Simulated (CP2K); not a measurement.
The system is CdF2.

```
Cd F
1.0
     3.80989    0.00000    0.00000
     1.90495    3.29946    0.00000
     1.90495    1.09982    3.11076
Cd F
1 2
Direct
  0.00000 0.00000 0.00000
  0.75000 0.75000 0.75000
  0.25000 0.25000 0.25000
```

Base run:

```yaml
Program: CP2K 2026.2
Functional: PBEsol
Potentials_or_basis: POTENTIAL_UZH Cd GTH-PBE-q12, F GTH-PBE-q7; TZVP-MOLOPT-PBE-GTH basis
Density_cutoff: 10204 eV
k_mesh: 9 × 9 × 9
Occupations: fermi-dirac, width 0.05 eV
Spin: no spin polarisation
```

Its results: band gap on the k mesh 2.89 eV, indirect (least direct gap 3.33 eV).

**Question.** The run is repeated on the same cell with these changes: functional from PBEsol to TB-mBJ; density cutoff from 10204 eV to 14966 eV; cutoff of the grids from 750 Ry to 1100 Ry. What comes out?

**Answer.** Band gap on the k mesh 2.60 eV, direct.

Caveats: the basis of atomic orbitals isn't converged, which shifts pressures, moduli and gaps; an odd mesh through Γ misses points on the zone boundary, where band edges often lie (some runs); this is a model potential without an energy functional, so only levels have meaning (some runs).
